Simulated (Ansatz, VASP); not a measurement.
BiTe in VASP and in Ansatz

Contents of INCAR:

```
SYSTEM = BiTe
ALGO = Normal
EDIFF = 1E-7
ENCUT = 520
GGA = PS
ISIF = 2
ISMEAR = 0
LASPH = .TRUE.
LCHARG = .TRUE.
LELF = .TRUE.
LREAL = .FALSE.
LVHAR = .TRUE.
LWAVE = .FALSE.
NBANDS = 18
NELM = 80
PREC = Accurate
SIGMA = 0.15
```

File KPOINTS:

```
k-points
0
G
  14 14 14
  0 0 0
```

File POSCAR:

```
BiTe
1.0
    0.0000000000      3.1864750000      3.1864750000
    3.1864750000      0.0000000000      3.1864750000
    3.1864750000      3.1864750000      0.0000000000
Bi Te
1 1
Direct
    0.0000000000      0.0000000000      0.0000000000
    0.5000000000      0.5000000000      0.5000000000
```

Input for Ansatz:

```yaml
crystal:
  lattice:
    - [0.0, 3.186475, 3.186475]
    - [3.186475, 0.0, 3.186475]
    - [3.186475, 3.186475, 0.0]
  atoms:
    - { symbol: Bi, position: [0.0, 0.0, 0.0] }
    - { symbol: Te, position: [0.5, 0.5, 0.5] }
basis:
  ecutwfc: 420
kpoints:
  mp_grid: { grid: [14, 14, 14] }
hamiltonian:
  xc: pbesol
scf:
  occupations: { method: gaussian, width: 0.15 }
output:
  forces: true
  stress: true
  eigenvalues: true
```

Change from the starting cell: strain -0.015 along x and y, -0.015 along z, atoms carried along.

Alike in both runs: task single point; functional PBEsol; k mesh 14 × 14 × 14; occupations gaussian, width 0.15 eV; no spin polarisation.

|  | VASP | Ansatz |
| --- | --- | --- |
| version | VASP 6.6.1 | Ansatz 0.2.0 |
| potentials or method | VASP PAW PBE potentials, release 64 (Bi_d, Te) | scalar-relativistic, plane waves, PAW |
| plane-wave cutoff (eV) | 520 | 420 |
| valence electrons in the cell | 21 | 31 |

```tsv
	VASP	Ansatz	Ansatz less VASP
gap on the k mesh at the Fermi level (eV)	none	none	-
pressure (GPa)	0.6	0.6	+0.01
```

A gap of «none» marks a metal or a gap that the smearing closes. With one functional, cell and mesh, what is left measures potentials, basis and numerics. The two sets of potentials don't hold the same shells in valence.

Caveats: the PAW data sets were made with another functional, which shifts forces and pressure a little (VASP); spin-orbit coupling is left out, which moves the levels of the heavy elements.
